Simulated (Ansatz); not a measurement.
**Molecular dynamics of Si16O**

input.yaml

```yaml
accuracy: low
crystal:
  lattice:
    - [0.0, 5.43, 5.43]
    - [5.43, 0.0, 5.43]
    - [5.43, 5.43, 0.0]
  atoms:
    - { symbol: Si, position: [-0.06639922, 0.02933651, 0.00755626] }
    - { symbol: Si, position: [0.12127112, 0.1133067, 0.11178079] }
    - { symbol: Si, position: [0.03068466, -0.01569282, 0.47592367] }
    - { symbol: Si, position: [0.0920551, 0.14205775, 0.65264624] }
    - { symbol: Si, position: [0.04087166, 0.47238161, 0.00307729] }
    - { symbol: Si, position: [0.0533071, 0.68123951, 0.13071307] }
    - { symbol: Si, position: [-0.04555311, 0.54785444, 0.49589396] }
    - { symbol: Si, position: [0.12393824, 0.585638, 0.64734236] }
    - { symbol: Si, position: [0.52103958, -0.0227382, 0.03362315] }
    - { symbol: Si, position: [0.55987758, 0.18327712, 0.14860855] }
    - { symbol: Si, position: [0.49687753, -0.00256644, 0.50992694] }
    - { symbol: Si, position: [0.66700295, 0.07100675, 0.6331329] }
    - { symbol: Si, position: [0.55331241, 0.53214628, -0.00812182] }
    - { symbol: Si, position: [0.70083084, 0.60655611, 0.15240269] }
    - { symbol: Si, position: [0.50826477, 0.45496474, 0.53413133] }
    - { symbol: Si, position: [0.60800819, 0.61930092, 0.63697751] }
    - { symbol: O, position: [0.2815747, 0.71836786, 0.04557871], spin: 1.0 }
magnetization:
  spin_polarized: true
basis:
  ecutwfc: 420.0
kpoints:
  mp_grid: { grid: [2, 2, 2] }
hamiltonian:
  xc: lda
  pseudopotentials: { kind: paw, azcp: { folder: soft_1 } }
scf:
  occupations: { method: fermi_dirac, width: 0.02 }
  lower_state_search: "off"
md:
  timestep: 1
  n_steps: 120
  ensemble: nvt_langevin
  temperature: 1260.0
  initial_velocities: maxwell_boltzmann
  seed: 93500
  friction: 0.01
```

Launched with:

```bash
$ ansatz run input.yaml --threads 1 --pin off --max-ram 3072MiB --backend cpu --events-out ev --progress --plain --runs-dir out
```

It goes on from the last frame of an earlier run, with new velocities.

Output, in part (warnings, step lines):

```
WARN: the starting moments were not kept: the SCF closed with an absolute magnetisation of 1.9e-6 μB, where they sum to 1 μB in size (1 site). That is at most 0.1 of that sum. Measured as dr2_m measures the in/out step, that magnetisation stands 6.1e-13 eV from none, at or under the dr2_threshold …
md step     0: t =     0.00 fs  T =  1185.9 K  F+E_penalty+E_count = -10289.91041624 eV  E_kin = 2.605882 eV  (14 SCF iters)
md step     1: t =     1.00 fs  T =  1229.8 K  F+E_penalty+E_count = -10289.90122189 eV  E_kin = 2.702341 eV  (6 SCF iters)
md step     2: t =     2.00 fs  T =  1208.6 K  F+E_penalty+E_count = -10289.89432482 eV  E_kin = 2.655901 eV  (7 SCF iters)
md step     3: t =     3.00 fs  T =  1181.0 K  F+E_penalty+E_count = -10289.89906708 eV  E_kin = 2.595118 eV  (7 SCF iters)
md step     4: t =     4.00 fs  T =  1138.9 K  F+E_penalty+E_count = -10289.91738521 eV  E_kin = 2.502550 eV  (7 SCF iters)
md step     5: t =     5.00 fs  T =  1227.1 K  F+E_penalty+E_count = -10289.94271677 eV  E_kin = 2.696524 eV  (7 SCF iters)
md step     6: t =     6.00 fs  T =  1223.5 K  F+E_penalty+E_count = -10289.97899055 eV  E_kin = 2.688526 eV  (7 SCF iters)
md step     7: t =     7.00 fs  T =  1208.7 K  F+E_penalty+E_count = -10290.02413759 eV  E_kin = 2.655959 eV  (7 SCF iters)
[... lines left out ...]
md step   120: t =   120.00 fs  T =   746.6 K  F+E_penalty+E_count = -10288.32142239 eV  E_kin = 1.640608 eV  (7 SCF iters)
```

The steps, from the saved trajectory:

```tsv
time (fs)	T (K)	potential energy less start (eV)
0	1186	0.000
4	1139	-0.007
8	1207	-0.156
12	1219	-0.275
16	1367	-0.244
20	1253	-0.046
24	1024	0.053
28	1109	-0.092
32	1447	-0.374
36	1495	-0.602
40	1393	-0.555
44	1278	-0.230
48	1248	0.159
52	1171	0.343
56	1194	0.367
60	1138	0.332
64	1289	0.323
68	1303	0.409
72	1131	0.626
76	1061	0.802
80	1018	0.903
84	1062	0.909
88	1069	0.851
92	1061	0.742
96	1065	0.672
100	1313	0.719
104	1237	0.885
108	1151	1.098
112	1083	1.306
116	933	1.470
120	747	1.589
```

All steps were run. The mean temperature of the second half is 11 % below the set value. A run of 0.12 ps of so small a system gives no equilibrium averages. Limits of this set-up: PAW files made for another functional, a small cell, in which the defect meets its images, low accuracy level.

Mean squared displacements from the first frame to the last, about the centre of mass: Si 0.26 Å², O 0.20 Å².

Last frame:

```xyz
17
Lattice="0.0000 5.4300 5.4300 5.4300 0.0000 5.4300 5.4300 5.4300 0.0000" Properties=species:S:1:pos:R:3
Si 0.453 -0.170 0.255
Si 1.147 1.276 1.966
Si 2.558 2.642 0.144
Si 3.908 4.182 1.334
Si 2.741 0.330 3.014
Si 4.579 1.086 4.219
Si 5.397 2.999 2.834
Si 6.810 4.447 4.144
Si -0.238 2.890 2.336
Si 1.513 4.259 3.634
Si 2.681 5.995 2.372
Si 4.291 6.967 3.979
Si 2.876 3.321 5.176
Si 4.074 4.693 6.693
Si 5.743 5.904 5.422
Si 6.966 7.673 6.581
O 3.725 1.911 5.348
```

Time of the run: 26 min on 1 thread of Arm Neoverse V1, on a shared host, peak memory 0.6 GiB.
